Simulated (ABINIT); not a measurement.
**TiC: equation of state with PBE+D3(BJ)**

Crystal: TiC.

```
Ti C
1.0
     0.00000    2.16572    2.16572
     2.16572    0.00000    2.16572
     2.16572    2.16572    0.00000
Ti C
1 1
Cartesian
  0.0000 0.0000 0.0000
  2.1657 2.1657 2.1657
```

The cell is a database's computed one.

```json
{"Program": "ABINIT 10.8.3 (patched build)", "Task": "equation of state", "Functional": "PBE", "Dispersion": "D3(BJ)", "Potentials or basis": "JTH PAW PBE v2.0", "Cutoff": "517 eV", "k mesh": "11 × 11 × 11", "Occupations": "fermi-dirac, width 0.05 eV", "Spin": "no spin polarisation"}
```

```json
{
  "Equilibrium volume": "9.90 Å³/atom",
  "Bulk modulus": "269 GPa",
  "Pressure derivative of the bulk modulus": "4.9 (rough: it moves with the points fitted)"
}
```

Energy against volume, from the lowest point:
```
volume (Å³/atom)  energy (meV/atom)
           9.548              10.82
           9.752               1.67
           9.955               0.00
          10.158               5.25
          10.361              16.45
          10.564              33.08
          10.767              54.28
```

Run time: 110 s on 1 thread of Arm Neoverse V1, with other jobs on the host, peak memory 0.1 GiB.

Caveat: pressures at fixed basis lie under the slope of the energies; the log and the count of SCF iterations are those of the last ABINIT call alone.
